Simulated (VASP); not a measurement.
Here is a VASP 6.6.1 calculation.

INCAR

```
SYSTEM = BaZrO3
PREC = Accurate
ENCUT = 520
EDIFF = 1E-6
ISMEAR = 0
SIGMA = 0.02
LREAL = .FALSE.
LASPH = .TRUE.
NELM = 60
ALGO = Normal
ISIF = 2
LWAVE = .FALSE.
LCHARG = .TRUE.
LNONCOLLINEAR = .TRUE.
MAGMOM = 0 0 0 0 0 0 0 0 0 0 0 0 0 0 0
LORBIT = 11
LSORBIT = .TRUE.
GGA_COMPAT = .FALSE.
LMAXMIX = 4
GGA = PE
LVHAR = .TRUE.
```

KPOINTS

```
Automatic mesh
0
G
  6 6 6
  0 0 0
```

The input POSCAR:

```
BaZrO3                                  
1.0
    4.2349530860      0.0000000000     -0.0000000000
   -0.0000000000      4.2349530860     -0.0000000000
   -0.0000000000      0.0000000000      4.2349530860
  Ba              Zr              O             
     1     1     3
Direct
     0.0000000000000000    0.0000000000000000    0.0000000000000000
     0.5000000000000000    0.5000000000000000    0.5000000000000000
     0.5000000000000000    0.5000000000000000    0.0000000000000000
     0.0000000000000000    0.5000000000000000    0.5000000000000000
     0.5000000000000000    0.0000000000000000    0.5000000000000000
```

Potentials or basis: VASP PAW PBE potentials, release 64 (Ba_sv, Zr_sv, O).

Run with:

```bash
$ cat potpaw_PBE.64/Ba_sv/POTCAR potpaw_PBE.64/Zr_sv/POTCAR potpaw_PBE.64/O/POTCAR > POTCAR
$ mpirun -np 1 vasp_ncl > vasp.out
```

Question: What does it give for the pressure?

Answer: 0.1 GPa.

Question: Estimate the net moment.

Answer: 0.00 μB per cell.

Moments on the atoms (μB; x, y, z):
```
Ba  0.00 0.00 0.00
Zr  0.00 0.00 0.00
O   0.00 0.00 0.00
O   0.00 0.00 0.00
O   0.00 0.00 0.00
```
